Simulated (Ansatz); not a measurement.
# Cu: the cost of one run

Method: DFT PBE, scalar-relativistic, plane waves, PAW, in Ansatz 0.2.0.

A COD entry behind a cell of this session may itself be a prediction, so a difference from it is no test against experiment.

### Step 1. The structure to begin with

The structure is hexagonal, space group P6_3/mmc (No. 194). The conventional cell has a = 3.071 Å, b = 3.071 Å, c = 10.029 Å, α = 90.00°, β = 90.00°, γ = 120.00°. Cu (site symmetry 3m) is surrounded by 4 Cu at 1.88 Å.

As a file:

```
CELL_PARAMETERS angstrom
3.07078 0.00000 0.00000
-1.53539 2.65937 0.00000
0.00000 0.00000 10.02907
ATOMIC_POSITIONS crystal
Cu 0.00000 0.00000 0.09375
Cu 0.00000 0.00000 0.59375
Cu 0.00000 0.00000 0.40625
Cu 0.00000 0.00000 0.90625
Cu 0.33333 0.66667 0.15625
Cu 0.66667 0.33333 0.65625
Cu 0.33333 0.66667 0.34375
Cu 0.66667 0.33333 0.84375
```

This is candidate A: C type (P6_3/mmc, No. 194).

(A quick probe on a coarse mesh, which set the mesh and smearing, is not shown.)

### Step 3. Rough relaxation on the coarse mesh (candidate A)

Input file input.yaml:

```yaml
crystal:
  lattice:
    - [3.0707792702, 0.0, 0.0]
    - [-1.535389635, 2.6593728573, 0.0]
    - [0.0, 0.0, 10.0290739958]
  atoms:
    - { symbol: Cu, position: [0.0, 0.0, 0.09375] }
    - { symbol: Cu, position: [0.0, 0.0, 0.59375] }
    - { symbol: Cu, position: [0.0, 0.0, 0.40625] }
    - { symbol: Cu, position: [0.0, 0.0, 0.90625] }
    - { symbol: Cu, position: [0.3333333333, 0.6666666667, 0.15625] }
    - { symbol: Cu, position: [0.6666666667, 0.3333333333, 0.65625] }
    - { symbol: Cu, position: [0.3333333333, 0.6666666667, 0.34375] }
    - { symbol: Cu, position: [0.6666666667, 0.3333333333, 0.84375] }
basis:
  ecutwfc: 420
kpoints:
  mp_grid: { grid: [6, 6, 2] }
hamiltonian:
  xc: pbe
scf:
  occupations: { method: gaussian, width: 0.1 }
  lower_state_search: "off"
output:
  forces: true
  stress: true
  eigenvalues: true
relax:
  adjacent_minimum: "off"
  f_tol: 0.04
  max_steps: 70
  cell: { stress_tol: 0.4 }
```

**Question.** How long does this run take on 1 thread of an x86-64 CPU, shared host, and how much memory does it need?

About 4.5 min, with a peak of 0.53 GiB.
